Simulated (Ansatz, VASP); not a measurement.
## F: VASP beside Ansatz

```
F
1.0
     0.00000    1.95998    1.95998
     1.95998    0.00000    1.95998
     1.95998    1.95998    0.00000
F
2
Direct
  0.87500 0.87500 0.87500
  0.12500 0.12500 0.12500
```

Change from the starting cell: volume scaled by 0.52, norm-conserving files.

Alike in both runs: task single point; functional PBE; k mesh 13 × 13 × 13; occupations fermi-dirac, width 0.05 eV; no spin polarisation.

```csv
,VASP,Ansatz
version,VASP 6.6.1,Ansatz 0.2.0
potentials or method,"VASP PAW PBE potentials, release 64 (F)","norm-conserving pseudopotentials, scalar-relativistic"
plane-wave cutoff (eV),520,1320
valence electrons in the cell,14,14
```

VASP gave:

* pressure (GPa): 128.6

Question: Estimate Ansatz's values.

Answer: Pressure (GPa): 129.3.

Caveats: the cell as given lies far from equilibrium; so large a pressure means that the cell lies far from this level's equilibrium, or that cutoff or potentials fall short (VASP).
